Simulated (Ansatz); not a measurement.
Take KBr in the rock salt structure (space group Fm-3m, No. 225; a = 6.705 Å) as the base.

(Cell as relaxed with PBE.)

Levels (all Ansatz, a first-principles code, PAW): PBE (420 eV, spin-orbit coupling left out); r2SCAN (500 eV, spin-orbit coupling left out).

Each level relaxes its own structure.

```
base                      PBE    r2SCAN
-------------------  --------  --------
volume per atom      37.68 Å³  36.07 Å³
lattice parameter a  670.5 pm  660.8 pm
band gap              4.31 eV   5.07 eV
```

It is then changed as follows: cell and atoms relaxed at a pressure of 7.5 GPa.

```tsv
quantity	PBE	r2SCAN
electron mass	0.33 mₑ (at Γ)	(withheld)
valley order (the lowest conduction-band minima on the path, energy above the VBM, named in the base's zone)	Γ 5.17 eV; X along ⟨100⟩ 5.46 eV	(withheld)
volume per atom	28.42 Å³	(withheld)
```

Problem. What does r2SCAN give?

Solution. 
- electron mass, r2SCAN: 1.2 mₑ along k, 0.40 mₑ across (at X)
- valley order (the lowest conduction-band minima on the path, energy above the VBM, named in the base's zone), r2SCAN: X along ⟨100⟩ 5.91 eV; Γ 5.93 eV
- volume per atom, r2SCAN: 28.03 Å³

They order the valleys differently; PBE's volume per atom lies 0.397 Å³ above r2SCAN's (1.4 %). Neither level is exact; r2SCAN is the comparison here, not a measurement.

Load acts through the strain it causes; cell and atoms are relaxed under it. Masses are band curvatures over ±0.01 Å⁻¹ around the edge. Along k means along the line from Γ to the band edge. Stability against distortions was not tested. No other phases were tried under pressure.
